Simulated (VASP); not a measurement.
# BaS (Fm-3m) in VASP: settings compared, part 2 of 2

VASP 6.6.1. Earlier steps stand in the parts before.

## (3) Single point, PBEsol

This run uses another cell than the first one, of 31.74 Å³/atom, 1.030 times its volume.

Contents of INCAR:

```
SYSTEM = BaS
PREC = Accurate
ENCUT = 520
EDIFF = 1E-6
ISMEAR = -1
SIGMA = 0.02
LREAL = .False.
LASPH = .True.
NELM = 80
ALGO = Normal
ISIF = 2
LWAVE = .False.
LCHARG = .False.
GGA = PS
NBANDS = 15
```

Contents of KPOINTS:

```
Automatic mesh
0
Gamma
  8 8 8
  0 0 0
```

Contents of POSCAR:

```
BaS
1.0
    0.0000000000      3.1663231122      3.1663231122
    3.1663231122      0.0000000000      3.1663231122
    3.1663231122      3.1663231122      0.0000000000
Ba S
1 1
Direct
    0.0000000000      0.0000000000      0.0000000000
    0.5000000000      0.5000000000      0.5000000000
```

Potentials or basis: VASP PAW PBE potentials, release 64 (Ba_sv, S).

Run with:

```console
cat potpaw_PBE.64/Ba_sv/POTCAR potpaw_PBE.64/S/POTCAR > POTCAR
mpirun -np 1 vasp_std > vasp.out
```

OUTCAR:

```text
SYSTEM = BaS
   PREC = Accurate
   ENCUT = 520
   EDIFF = 1E-6
   ISMEAR = -1
   LREAL = .False.
   LASPH = .True.
   NELM = 80
   ISIF = 2
   GGA = PS

 ion  position               nearest neighbor table
   1  0.000  0.000  0.000-   2 3.17   2 3.17   2 3.17   2 3.17   2 3.17   2 3.17
   2  0.500  0.500  0.500-   1 3.17   1 3.17   1 3.17   1 3.17   1 3.17   1 3.17

  LATTYP: Found a face centered cubic cell.
 ALAT       =     6.3326462244

  Lattice vectors:

 A1 = (   0.0000000000,   3.1663231122,   3.1663231122)
 A2 = (   3.1663231122,   0.0000000000,   3.1663231122)
 A3 = (   3.1663231122,   3.1663231122,   0.0000000000)

Analysis of symmetry for initial positions (statically):
=====================================================================
 Subroutine PRICEL returns:
 Original cell was already a primitive cell.

 Routine SETGRP: Setting up the symmetry group for a
 face centered cubic supercell.

 Subroutine GETGRP returns: Found 48 space group operations
 (whereof 48 operations were pure point group operations)
 out of a pool of 48 trial point group operations.

The static configuration has the point symmetry O_h .

Analysis of symmetry for dynamics (positions and initial velocities):
=====================================================================
 Subroutine PRICEL returns:
 Original cell was already a primitive cell.

 Routine SETGRP: Setting up the symmetry group for a
 face centered cubic supercell.

 Subroutine GETGRP returns: Found 48 space group operations
 (whereof 48 operations were pure point group operations)
 out of a pool of 48 trial point group operations.

The dynamic configuration has the point symmetry O_h .

 Subroutine INISYM returns: Found 48 space group operations
 (whereof 48 operations are pure point group operations),
 and found     1 'primitive' translations

----------------------------------------------------------------------------------------
[... 121 lines left out ...]
   IVDW    =     0    specifies the selected vdW correction
   LEPSILON=     F    determine dielectric tensor
   LRPA    =     F    only Hartree local field effects (RPA)
 non-spin polarized calculation
  energy-cutoff  :      520.00
  volume of cell :       63.49
 maximum number of plane-waves:      1727
 NGX is ok and might be reduce to    36
   NGX = 17   NGY = 17   NGZ = 17

 number of electron      15.9999999 magnetization

 Free energy of the ion-electron system (eV)
  ---------------------------------------------------
  ext. energy  EPLUGINS =         0.00000000
  ---------------------------------------------------
  free energy    TOTEN  =       -10.71736466 eV

  energy without entropy =      -10.71736466  energy(sigma->0) =      -10.71736466

 E-fermi :   1.8613     XC(G=0):  -8.9317

 val. band max:        1.4789298272   @ k =   0.0000   0.0000   0.0000
 cond. band min:       3.4123847644   @ k =   0.5000   0.5000   0.0000
 fundamental gap:      1.9334549371
 Fermi energy:         1.8613376026

 k-point     1 :       0.0000    0.0000    0.0000
  band No.  band energies     occupation
      1     -24.4776      2.00000
      2      -9.5167      2.00000
      3      -9.5167      2.00000
      4      -9.5167      2.00000
      5      -8.9147      2.00000
      6       1.4789      2.00000
      7       1.4789      2.00000
      8       1.4789      2.00000
      9       5.0125      0.00000
     10       5.2624      0.00000
     11       5.2624      0.00000
     12       5.2624      0.00000
     13       6.2443      0.00000
     14       6.2443      0.00000
[... 401 lines left out ...]
      2     -10.5785      2.00000
      3      -9.7377      2.00000
      4      -9.6360      2.00000
      5      -7.8535      2.00000
      6      -0.0893      2.00000
      7       0.5680      2.00000
      8       0.6579      2.00000
      9       6.0986      0.00000
     10       6.3045      0.00000
     11       8.2000      0.00000
     12       8.4435      0.00000
     13       9.4185      0.00000
     14      10.3325      0.00000
     15      11.0473      0.00000

 [... further k-points ...]

------------------------ aborting loop because EDIFF is reached ----------------------------------------

  FORCE on cell =-STRESS in cart. coord.  units (eV):
  Direction    XX          YY          ZZ          XY          YZ          ZX
  --------------------------------------------------------------------------------------
  -------------------------------------------------------------------------------------
  Total        0.2625346      0.2625346      0.2625346      0.0000000      0.0000000      0.0000000
  in kB        6.6252363      6.6252363      6.6252363      0.0000000      0.0000000      0.0000000
  external PRESSURE =       6.6252363 kB  Pullay stress =       0.0000000 kB

 VOLUME and BASIS-vectors are now :
 -----------------------------------------------------------------------------
  energy-cutoff  :      520.00
  volume of cell :       63.49
      direct lattice vectors                 reciprocal lattice vectors
     0.000000000  3.166323112  3.166323112    -0.157911869  0.157911869  0.157911869
     3.166323112  0.000000000  3.166323112     0.157911869 -0.157911869  0.157911869
     3.166323112  3.166323112  0.000000000     0.157911869  0.157911869 -0.157911869

 POSITION                                       TOTAL-FORCE (eV/Angst)
 -----------------------------------------------------------------------------------
      0.00000      0.00000      0.00000         0.000000     -0.000000      0.000000
      3.16632      3.16632      3.16632        -0.000000      0.000000     -0.000000
 -----------------------------------------------------------------------------------
    total drift:                                0.000000      0.000000      0.000000

  FREE ENERGIE OF THE ION-ELECTRON SYSTEM (eV)
  ---------------------------------------------------
  free  energy   TOTEN  =       -10.7173646569 eV

  energy  without entropy=      -10.7173646569  energy(sigma->0) =      -10.71736466
```

OSZICAR:

```text
N       E                     dE             d eps       ncg     rms          rms(c)
DAV:   1     0.789593748283E+02    0.78959E+02   -0.68218E+03   870   0.928E+02
DAV:   2    -0.633820845566E+01   -0.85298E+02   -0.76883E+02  1229   0.168E+02
DAV:   3    -0.110517576923E+02   -0.47135E+01   -0.46682E+01  1175   0.404E+01
DAV:   4    -0.111420888156E+02   -0.90331E-01   -0.90317E-01  1070   0.580E+00
DAV:   5    -0.111447440668E+02   -0.26553E-02   -0.26552E-02  1197   0.774E-01    0.478E+00
DAV:   6    -0.107213056390E+02    0.42344E+00   -0.55128E-01  1010   0.454E+00    0.329E+00
DAV:   7    -0.107125341380E+02    0.87715E-02   -0.13764E-01  1102   0.208E+00    0.178E+00
DAV:   8    -0.107176067786E+02   -0.50726E-02   -0.19516E-02   947   0.904E-01    0.225E-01
DAV:   9    -0.107169551233E+02    0.65166E-03   -0.27944E-03  1108   0.335E-01    0.106E-01
DAV:  10    -0.107173617961E+02   -0.40667E-03   -0.48923E-04   933   0.156E-01    0.270E-02
DAV:  11    -0.107173637465E+02   -0.19504E-05   -0.50334E-05  1164   0.465E-02    0.610E-03
DAV:  12    -0.107173646569E+02   -0.91038E-06   -0.42770E-06   984   0.124E-02
   1 F= -.10717365E+02 E0= -.10717365E+02  d E =-.254718E-10
```

stdout:

```text
POSCAR found type information on POSCAR BaS
 POSCAR found :  2 types and       2 ions
 scaLAPACK will be used
 -----------------------------------------------------------------------------
|                                                                             |
|                                                                             |
|     You enforced a specific xc type in the INCAR file but a different       |
|     I HOPE YOU KNOW WHAT YOU ARE DOING!                                     |
|                                                                             |
 -----------------------------------------------------------------------------

 LDA part: xc-table for (Slater+PW92), standard interpolation
 POSCAR, INCAR and KPOINTS ok, starting setup
 FFT: planning ... GRIDC
 FFT: planning ... GRID_SOFT
 FFT: planning ... GRID
 WAVECAR not read
 entering main loop
```

It took 10 s on 1 thread of Intel Xeon 6975P-C (Granite Rapids), shared host; peak memory 0.21 GiB.

Results:

| Property | Result |
| --- | --- |
| Free energy | -10.7174 eV |
| Pressure | 0.7 GPa |
| Band gap on the k mesh | 1.93 eV, indirect (least direct gap 2.06 eV) |

Caveat: the PAW data sets were made with another functional, which shifts forces and pressure a little; spin-orbit coupling is left out, which moves the levels of the heavy elements.

## (4) Single point, PBE

This run uses another cell than the first one, of 33.21 Å³/atom, 1.077 times its volume.

Contents of INCAR:

```
SYSTEM = BaS
ALGO     = Normal         ! electronic algorithm
EDIFF    = 1E-6           ! SCF threshold, eV
ENCUT    = 520            ! plane-wave cutoff, eV
GGA      = PE             ! functional
ISIF     = 2              ! what is computed and relaxed
ISMEAR   = -1             ! smearing method
LASPH    = .True.         ! aspherical terms in the spheres
LCHARG   = .False.        ! write CHGCAR
LREAL    = .False.        ! projectors in reciprocal space
LWAVE    = .False.        ! write WAVECAR
NBANDS   = 15             ! bands
NELM     = 100            ! most SCF steps
PREC     = Accurate       ! precision mode
SIGMA    = 0.02           ! smearing width, eV
```

Contents of KPOINTS:

```
k-points
0
Gamma
  8 8 8
  0 0 0
```

Contents of POSCAR:

```
BaS
1.0
    0.0000000000      3.2144640511      3.2144640511
    3.2144640511      0.0000000000      3.2144640511
    3.2144640511      3.2144640511      0.0000000000
Ba S
1 1
Direct
    0.0000000000      0.0000000000      0.0000000000
    0.5000000000      0.5000000000      0.5000000000
```

Run with:

```console
cat potpaw_PBE.64/Ba_sv/POTCAR potpaw_PBE.64/S/POTCAR > POTCAR
mpirun -np 1 vasp_std > vasp.out
```

Wall time 11 s (1 thread of Intel Xeon 6975P-C (Granite Rapids), shared host); peak memory 0.21 GiB.

It converged, with:

| Item | Value |
| --- | --- |
| Free energy | -10.1927 eV |
| Pressure | 0.5 GPa |
| Band gap on the k mesh | 2.14 eV, indirect (least direct gap 2.29 eV) |

Levels at points of the mesh, in eV from the valence-band top:
| k point | band 5 | band 6 | band 7 | band 8 | band 9 | band 10 | band 11 | band 12 |
| --- | --- | --- | --- | --- | --- | --- | --- | --- |
| (0.00, 0.00, 0.00) | -10.33 | 0.00 | 0.00 | 0.00 | 3.51 | 3.87 | 3.87 | 3.87 |
| (0.50, 0.00, 0.00) | -9.18 | -1.89 | -1.05 | -1.05 | 5.48 | 5.63 | 6.23 | 6.23 |
| (0.50, 0.50, 0.00) | -10.24 | -0.54 | -0.15 | -0.15 | 2.14 | 5.88 | 5.91 | 7.39 |

Caveat: spin-orbit coupling is left out, which moves the levels of the heavy elements.

## (5) The runs side by side

```csv
level,potentials or basis,cell,gap on the mesh (eV),pressure (GPa)
LDA,"VASP PAW LDA potentials, release 64 (Ba_sv, S)","a = 4.435 Å, angles 60.0°, 2 atoms",1.80,0.8
PBEsol,"VASP PAW PBE potentials, release 64 (Ba_sv, S)","a = 4.478 Å, angles 60.0°, 2 atoms",1.93,0.7
PBE,"VASP PAW PBE potentials, release 64 (Ba_sv, S)","a = 4.546 Å, angles 60.0°, 2 atoms",2.14,0.5
```

Alike in all rows: task single point; no spin polarisation; k mesh 8 × 8 × 8; cutoff (eV) 520; smearing fermi-dirac 0.02 eV.

Caveats: spin-orbit coupling is left out, which moves the levels of the heavy elements; the PAW data sets were made with another functional, which shifts forces and pressure a little (some runs).

Absolute energies hang on the potentials; compare differences alone.

## (6) Against experiment

Step 2. Measured gap of BaS: 3.806 eV (indirect; 2 K; a printed reference work, monograph, original work of 1988). This calculation gives 1.80 eV (-2.01 eV). So large a miss can be the level of theory's own, or it may mean another phase, state or a wrong row. Spin-orbit coupling on Ba is left out. The value is that of LDA on a finite k mesh, which can miss the band edges, without temperature or zero-point motion. Semilocal functionals fall short of measured gaps as a rule.

Step 3. Measured gap of BaS: 3.806 eV (indirect; 2 K; a printed reference work, monograph, original work of 1988). This calculation gives 1.93 eV (-1.87 eV). Spin-orbit coupling on Ba is left out. The value is that of PBEsol on a finite k mesh, which can miss the band edges, without temperature or zero-point motion. Semilocal functionals fall short of measured gaps as a rule.

Step 4. Measured gap of BaS: 3.806 eV (indirect; 2 K; a printed reference work, monograph, original work of 1988). This calculation gives 2.14 eV (-1.67 eV). Spin-orbit coupling on Ba is left out. The value is that of PBE on a finite k mesh, which can miss the band edges, without temperature or zero-point motion. Semilocal functionals fall short of measured gaps as a rule.
